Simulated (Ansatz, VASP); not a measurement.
# Pd in VASP and in Ansatz

```
Pd
1.0
     2.74002    0.00000    0.00000
     0.00000    2.74002    0.00000
     0.00000    0.00000   26.62493
Pd
7
Direct
  0.50000 0.50000 0.28169
  0.00000 0.00000 0.35446
  0.50000 0.50000 0.42723
  0.00000 0.00000 0.50000
  0.50000 0.50000 0.57277
  0.00000 0.00000 0.64554
  0.50000 0.50000 0.71831
```

Alike in both runs: task single point; functional PBEsol; k mesh 13 × 13 × 1; occupations gaussian, width 0.1 eV; no spin polarisation.

|  | VASP | Ansatz |
| --- | --- | --- |
| version | VASP 6.6.1 | Ansatz 0.2.0 |
| potentials or method | VASP PAW PBE potentials, release 64 (Pd) | scalar-relativistic, plane waves, PAW |
| plane-wave cutoff (eV) | 520 | 420 |
| valence electrons in the cell | 70 | 126 |

```tsv
	VASP	Ansatz	Ansatz less VASP
gap on the k mesh at the Fermi level (eV)	none	none	-
rms of the force components (eV/Å)	0.065	0.061	-0.0036
work function, face that differs most (eV)	5.25	5.25	0.000
```

Atom by atom the forces differ by 0.004 eV/Å (rms over components). A gap of «none» marks a metal or a gap that the smearing closes. The two sets of potentials don't hold the same shells in valence. Ansatz warned: «xc_potential_rough_in_thin_density».

Caveats: the PAW data sets were made with another functional, which shifts forces and pressure a little (VASP).
